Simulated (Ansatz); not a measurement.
Calculated with Ansatz (gas phase, PBE0-D4/def2-TZVP geometries, no zero-point term in ΔE). CCSD(T)/CBS is the MP2 limit (def2-TZVPP, def2-QZVPP) plus CCSD(T) − MP2 in def2-TZVPP, frozen cores. This one scheme is used for every species. Functionals use def2-TZVPP. B3LYP here is the variant with VWN-RPA as its local correlation; programs differ in this. One conformer a species, not always the lowest.

Reaction (ligand exchange at the Si–C bond): `O=C(O)C[SiH3]` + `NCCO` → `OCCN[SiH3]` + acetic acid

```csv
level,ΔE (eV)
r2SCAN-D4,-0.55
B3LYP-D4,-0.59
MP2/def2-TZVPP,-0.56
SCS-MP2/def2-TZVPP,-0.57
CCSD/def2-TZVPP,-0.54
HF/def2-QZVPP,-0.64
MP2/def2-QZVPP,-0.56
CCSD/CBS(def2),-0.55
```

What does CCSD(T)/CBS give? (Best estimate.)

The calculation gave: -0.54 eV. The listed levels differ from it by -0.01, -0.05, -0.02, -0.03, 0.00, -0.10, -0.02, -0.01 eV.

Largest T1 diagnostic among the species: 0.015.

In def2-TZVPP, CCSD(T) changes the Hartree–Fock value by +0.10 eV (the triples alone add +0.01 eV) and MP2 by +0.07 eV.

CCSD(T)/CBS has its own doubt, a few kJ/mol and more with outer-core shells, so smaller differences from it don't rank the levels.
